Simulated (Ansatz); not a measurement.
Input:

Li3N:
```yaml
crystal:
  lattice:
    - [3.54324, 0.00000, 0.00000]
    - [-1.77162, 3.06854, 0.00000]
    - [0.00000, 0.00000, 3.78630]
  atoms:
    - { symbol: Li, position: [0.00000, 0.00000, 0.50000] }
    - { symbol: Li, position: [0.33333, 0.66667, 0.00000] }
    - { symbol: Li, position: [0.66667, 0.33333, 0.00000] }
    - { symbol: N, position: [0.00000, 0.00000, 0.00000] }
```

This is the LDA-relaxed structure. x, y and z are the axes in which the lattice vectors are written.

Problem. All from the program Ansatz at the LDA level (PAW), unless another level is named. Predict the Debye temperature from the elastic constants.

Solution. 801 K.

Problem. Give the elastic constants (relaxed ions, GPa).

Solution. C11 = 145, C12 = 32.5, C13 = 7.5, C33 = 163, C44 = 18.9.

Problem. What about the highest zone-centre frequency (without LO–TO term)?

Solution. 710 cm⁻¹.

Space group P6/mmm. Symmetry was held in the LDA relaxation. At this level the phase is dynamically unstable (imaginary phonons).

Potentials: the later of the program's two PAW sets.
